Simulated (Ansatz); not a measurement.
From the elastic tensor of HfO2 at 7 GPa (stress–strain coefficients) to moduli and sound speeds

These are results of DFT PBE, scalar-relativistic, plane waves, PAW (Ansatz 0.2.0), not measurements. Cutoff 420 eV, 8×8×8 k-points (Γ-centred), fixed occupations. No spin polarisation.

The structure is cubic, space group Fm-3m (No. 225). Conventional cell: a = 5.052 Å, b = 5.052 Å, c = 5.052 Å, α = 90.00°, β = 90.00°, γ = 90.00°. Around Hf (site symmetry m-3m) lie 8 O at 2.19 Å. Around O (site symmetry -43m) lie 4 Hf at 2.19 Å.

Spin–orbit coupling is left out, which can shift energies with elements as heavy as these. Other phases may be more stable at this pressure.

Relaxed-ion constants (GPa, on the Cartesian axes of the calculation):
```
584.8 119.8 119.8   0.0   0.0   0.0
119.8 584.8 119.8   0.0   0.0   0.0
119.8 119.8 584.8   0.0   0.0   0.0
  0.0   0.0   0.0  70.3   0.0   0.0
  0.0   0.0   0.0   0.0  70.3   0.0
  0.0   0.0   0.0   0.0   0.0  70.3
```

Density 10.842 g/cm³; 3 atoms in 32.24 Å³.

The values that follow are for a polycrystal of randomly turned grains, by Hill's mean where one number stands. In a crystal this anisotropic the Voigt and Reuss bounds lie far apart, so Hill's mean and the sound speeds and Debye temperature from it are rough.

With S = C⁻¹: B_V = (C11+C22+C33+2(C12+C13+C23))/9, G_V = (C11+C22+C33−C12−C13−C23+3(C44+C55+C66))/15, 1/B_R = S11+S22+S33+2(S12+S13+S23), 15/G_R = 4(S11+S22+S33−S12−S13−S23)+3(S44+S55+S66); Hill is their mean. Then v_l = √((B+4G/3)/ρ), v_t = √(G/ρ), v_m = [(2/v_t³+1/v_l³)/3]^(−1/3) and Θ = (ħ/k_B)·v_m·(6π²n/V)^(1/3) for n atoms in the volume V; E = 9BG/(3B+G), ν = (3B−2G)/(2(3B+G)) and A^U = 5G_V/G_R + B_V/B_R − 6.

| Quantity | Value |
| --- | --- |
| Bulk modulus, Voigt / Reuss / Hill | 274.8 / 274.8 / 274.8 GPa |
| Shear modulus, Voigt / Reuss / Hill | 135.2 / 97.5 / 116.3 GPa |
| Young's modulus | 306 GPa |
| Poisson ratio | 0.315 |
| Pugh ratio B/G | 2.36 |
| Universal anisotropy index | 1.93 |
| Longitudinal and transverse sound speeds | 6297 and 3275 m/s |
| Debye temperature from the mean sound speed | 495 K |

This fluorite-type form isn't the usual stable structure of the compound at low pressure.

Cost: 1 run of about 0.33 core-minutes, on Intel Xeon Platinum 8488C (Sapphire Rapids) (shared hosts).